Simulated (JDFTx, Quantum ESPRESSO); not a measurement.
Given: the input of a run of Quantum ESPRESSO 7.5 on MnO. The cell is a database's computed one, not the measured one.

Contents of pw.in:

```
&CONTROL
  calculation = 'scf'
  prefix = 'pwscf'
  outdir = './tmp'
  pseudo_dir = './pseudo'
  tprnfor = .true.
  tstress = .true.
  disk_io = 'low'
/
&SYSTEM
  ibrav = 0
  nat = 2
  ntyp = 2
  ecutwfc = 45
  ecutrho = 360
  nbnd = 20
  occupations = 'smearing'
  smearing = 'fd'
  degauss = 0.00367493
  nspin = 2
  starting_magnetization(1) = 0.2667
  starting_magnetization(2) = 0
/
&ELECTRONS
  conv_thr = 4d-10
  electron_maxstep = 120
  mixing_beta = 0.3
/
ATOMIC_SPECIES
Mn    54.9380 mn_pbesol_v1.5.uspp.F.UPF
O     15.9990 o_pbesol_v1.2.uspp.F.UPF
CELL_PARAMETERS angstrom
   0.0000000000    2.2239077028    2.2239077028
   2.2239077028    0.0000000000    2.2239077028
   2.2239077028    2.2239077028    0.0000000000
ATOMIC_POSITIONS crystal
Mn     0.0000000000    0.0000000000    0.0000000000
O      0.5000000000    0.5000000000    0.5000000000
K_POINTS automatic
10 10 10 0 0 0
```

pp_density.in

```
&INPUTPP
  prefix = 'pwscf'
  outdir = './tmp'
  filplot = 'density.dat'
  plot_num = 0
/
&PLOT
  nfile = 1
  filepp(1) = 'density.dat'
  iflag = 3
  output_format = 6
  fileout = 'density.cube'
/
```

pp_potential.in

```
&INPUTPP
  prefix = 'pwscf'
  outdir = './tmp'
  filplot = 'potential.dat'
  plot_num = 11
/
&PLOT
  nfile = 1
  filepp(1) = 'potential.dat'
  iflag = 3
  output_format = 6
  fileout = 'potential.cube'
/
```

Contents of pp_spin.in:

```
&INPUTPP
  prefix = 'pwscf'
  outdir = './tmp'
  filplot = 'spin.dat'
  plot_num = 6
/
&PLOT
  nfile = 1
  filepp(1) = 'spin.dat'
  iflag = 3
  output_format = 6
  fileout = 'spin.cube'
/
```

Potentials or basis: GBRV 1.5 PBEsol.

Run with:

```console
$ OMP_NUM_THREADS=1 mpirun -n 2 pw.x -nk 2 -in pw.in > pw.out
$ OMP_NUM_THREADS=1 mpirun -n 1 pp.x -in pp_density.in > pp_density.out
$ OMP_NUM_THREADS=1 mpirun -n 1 pp.x -in pp_potential.in > pp_potential.out
$ OMP_NUM_THREADS=1 mpirun -n 1 pp.x -in pp_spin.in > pp_spin.out
```

**Question.** Translate it to JDFTx 1.7.0 (patched build). Potentials or basis there: PseudoDojo-SR-PBEsol-0.4.1-standard with smoothed tails, cutoff 1306 eV.

**Answer.** As run (cutoffs and basis follow the program's own potentials, and thresholds, step limits or extra output files can differ):

Contents of MnO.in:

```
lattice \
    0.0000000000     4.2025764847     4.2025764847 \
    4.2025764847     0.0000000000     4.2025764847 \
    4.2025764847     4.2025764847     0.0000000000
coords-type Lattice
ion Mn     0.0000000000     0.0000000000     0.0000000000 1
ion O      0.5000000000     0.5000000000     0.5000000000 1

ion-species pseudo/Mn.upf
ion-species pseudo/O.upf
elec-cutoff 48 384
elec-ex-corr gga-PBEsol
kpoint-folding 10 10 10
elec-smearing Fermi 0.0018374661
elec-n-bands 19
spintype z-spin
initial-magnetic-moments Mn 4
elec-initial-magnetization 4 no
electronic-SCF nIterations 100 energyDiffThreshold 1e-09
electronic-minimize nIterations 30 energyDiffThreshold 1e-7
converge-empty-states yes
forces-output-coords Cartesian

dump-name run.$VAR
dump End Ecomponents EigStats BandEigs Kpoints Forces Stress
```

Potentials or basis: PseudoDojo-SR-PBEsol-0.4.1-standard with smoothed tails.

Command:

```console
$ jdftx -c 1 -i MnO.in -o MnO.out
```

Both were run:

|  | Quantum ESPRESSO | JDFTx |
| --- | --- | --- |
| Pressure | -6.9 GPa | -6.8 GPa |
| Net moment | 4.78 μB per cell | 4.80 μB per cell |
| Absolute moment | 4.78 μB per cell | 4.80 μB per cell |

The magnetic state is the one that the start led to; the real crystal's order can differ.

Pressure is positive in compression.
